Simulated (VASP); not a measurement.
Crystal: Hf.

```
Hf
1.0
     0.00000    2.22000    2.22000
     2.22000    0.00000    2.22000
     2.22000    2.22000    0.00000
Hf
1
Direct
  0.00000 0.00000 0.00000
```

This isn't the form of Hf at room conditions, which is hcp.

```yaml
Program: VASP 6.6.1
Task: relaxation of cell and atoms
Functional: PBEsol
Potentials_or_basis: VASP PAW PBE potentials, release 64 (Hf_pv)
Cutoff: 600 eV
k_mesh: 8 × 8 × 8
Occupations: fermi-dirac, width 0.05 eV
Spin: no spin polarisation
```

At the start: pressure -1.9 GPa; volume 21.88 Å³/atom.

Task: Where does the relaxation end?

Result: Over 3 steps the energy falls by 2.6 meV/atom and the volume is 21.46 Å³/atom (-1.9 %); space group Fm-3m (No. 225, to 0.05 Å).

The path:
| step | energy change (eV) | largest force (eV/Å) | pressure (GPa) | volume (Å³) |
| --- | --- | --- | --- | --- |
| 1 | 0.0000 | 0.0000 | -1.91 | 21.88 |
| 2 | -0.0003 | 0.0000 | 1.94 | 21.07 |
| 3 | -0.0026 | 0.0000 | 0.00 | 21.46 |

Final structure:
```cif
data_structure
_symmetry_space_group_name_H-M 'P 1'
_symmetry_Int_Tables_number 1
_cell_length_a 3.1191
_cell_length_b 3.1191
_cell_length_c 3.1191
_cell_angle_alpha 60.000
_cell_angle_beta 60.000
_cell_angle_gamma 60.000
_cell_volume 21.46
loop_
_atom_site_label
_atom_site_type_symbol
_atom_site_fract_x
_atom_site_fract_y
_atom_site_fract_z
_atom_site_occupancy
Hf1 Hf 0.00000 0.00000 0.00000 1
```

Caveat: the PAW data sets were made with another functional, which shifts forces and pressure a little.
